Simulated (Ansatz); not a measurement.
Base system: ZnTe in the zinc blende structure (space group F-43m, No. 216; a = 6.113 Å). Axes: x, y, z lie along the cube axes.

Method: r2SCAN, PAW, 500 eV (Ansatz, an electronic-structure program; no SOC).

Strains are applied to the cell and any free atomic positions relax; under biaxial strain the out-of-plane vector relaxes too.

One change was made to it. Results:

The energy rises by 8.7 meV/atom; the valley order (the lowest conduction-band minima on the path, energy above the VBM, named in the base's zone) becomes Γ 1.57 eV; L along [1-11] 1.80 eV; X along [100] 2.08 eV; L along [111] 2.24 eV (base: Γ 1.79 eV; L along ⟨111⟩ 2.20 eV; a point along ⟨100⟩, about 0.9 Å⁻¹ from Γ 2.54 eV); the valence-band top at Γ (three highest levels, from the VBM) changes from 0.00, 0.00, 0.00 eV to 0.00, -0.21, -0.35 eV.

### Question
What was done to the base?
A) tensor shear ε_yz = +2.68 %
B) biaxial strain −4.32 %, plane normal [111], relaxed out of plane
C) tensor shear ε_xy = −3.02 %
D) tensor shear ε_yz = +3.32 %
E) tensor shear ε_yz = −3.68 %

### Answer
A, tensor shear ε_yz = +2.68 %. For comparison, the valley order in the other runs: tensor shear ε_yz = −3.68 % gives Γ 1.46 eV; L along [111] 1.64 eV; X along [100] 1.87 eV; L along [1-11] 2.24 eV; tensor shear ε_yz = +3.32 % gives Γ 1.50 eV; L along [1-11] 1.70 eV; X along [100] 1.94 eV; L along [111] 2.24 eV; biaxial strain −4.32 %, plane normal [111], relaxed out of plane gives Γ 1.75 eV; L along [1-11] 1.86 eV; X along [100] 1.97 eV; L along [111] 2.75 eV; tensor shear ε_xy = −3.02 % gives Γ 1.53 eV; L along [111] 1.74 eV; X along [001] 2.01 eV; L along [1-11] 2.24 eV.

With Te present, leaving out spin-orbit coupling can change the band edges. The levels and masses belong to the bands next to the band gap. Stability against distortions was not tested.
